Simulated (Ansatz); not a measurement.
The system is Sb.

```
Sb
1.0
     2.15420    1.24373    3.75800
    -2.15420    1.24373    3.75800
     0.00000   -2.48746    3.75800
Sb
2
Direct
  0.76651 0.76651 0.76651
  0.23349 0.23349 0.23349
```

| Item | Value |
| --- | --- |
| Program | Ansatz 0.2.0 |
| Task | relaxation of cell and atoms |
| Functional | LDA |
| Potentials or basis | Ansatz PAW |
| Cutoff | 420 eV (not typed: the program's choice for these potentials) |
| k mesh | 8 × 8 × 8 |
| Occupations | fermi-dirac, width 0.05 eV |
| Spin | no spin polarisation |

At the start: volume 30.21 Å³/atom.

Q: How do energy, volume and symmetry change on relaxing?

A: It ends after 5 steps and the volume is 29.24 Å³/atom (-3.2 %); space group R-3m (No. 166, to 0.05 Å).

Step by step:
```tsv
step	energy change (eV)	largest force (eV/Å)	volume (Å³)
1	0.0000	0.0104	60.41
2	-0.0067	0.1174	58.13
3	-0.0094	0.0373	58.55
4	-0.0100	0.0089	58.47
5	-0.0095	0.0089	58.47
```

Final structure:
```cif
data_structure
_symmetry_space_group_name_H-M 'P 1'
_symmetry_Int_Tables_number 1
_cell_length_a 4.4184
_cell_length_b 4.4184
_cell_length_c 4.4184
_cell_angle_alpha 58.197
_cell_angle_beta 58.197
_cell_angle_gamma 58.197
_cell_volume 58.47
loop_
_atom_site_label
_atom_site_type_symbol
_atom_site_fract_x
_atom_site_fract_y
_atom_site_fract_z
_atom_site_occupancy
Sb1 Sb 0.76464 0.76464 0.76464 1
Sb2 Sb 0.23536 0.23536 0.23536 1
```

Caveat: the plane-wave basis is chosen anew once the cell has moved, so the energies of steps on either side of that aren't comparable; the PAW data sets come from PBE, with cores solved anew for the run's functional, which leaves a small shift of forces and pressure.
